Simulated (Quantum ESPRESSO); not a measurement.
Cd:

```
Cd
1.0
     3.09307    0.00000    0.00000
    -1.54653    2.67868    0.00000
     0.00000    0.00000   10.43074
Cd
4
Direct
  0.66667 0.33333 0.75000
  0.00000 0.00000 0.50000
  0.33333 0.66667 0.25000
  0.00000 0.00000 0.00000
```

| Quantity | Value |
| --- | --- |
| Program | Quantum ESPRESSO 7.5 |
| Task | single point |
| Functional | PBEsol |
| Potentials or basis | GBRV 1.5 PBEsol |
| Cutoff | 612 eV |
| Density cutoff | 4898 eV |
| k mesh | 10 × 10 × 3 |
| Occupations | fermi-dirac, width 0.05 eV |
| Spin | no spin polarisation |

On this cell: pressure -1.5 GPa; largest force under 0.003 eV/Å; band gap on the k mesh none (metal or under the smearing width).

The same run follows on a disturbed copy (atoms moved at random, drawn with an rms of 0.05 Å):

```
CELL_PARAMETERS angstrom
3.09307 0.00000 0.00000
-1.54653 2.67868 0.00000
0.00000 0.00000 10.43074
ATOMIC_POSITIONS crystal
Cd 0.68274 0.33257 0.74883
Cd 0.01517 0.01453 0.49761
Cd 0.31728 0.66692 0.24821
Cd 0.98562 0.97746 0.99753
```

Problem. What does the disturbed cell give?

Solution. The energy (extrapolated to zero smearing) moves by +0.4 meV/atom; pressure -1.5 GPa; largest force 0.042 eV/Å; band gap on the k mesh none (metal or under the smearing width).

Forces on the atoms (eV/Å):
```
Cd  -0.007 -0.004 -0.041
Cd  -0.007 -0.013  0.029
Cd   0.012 -0.003 -0.018
Cd   0.002  0.020  0.030
```

Stress tensor (GPa, compression positive):
```
-1.53  0.25  0.00
 0.25 -1.49  0.01
 0.00  0.01 -1.39
```
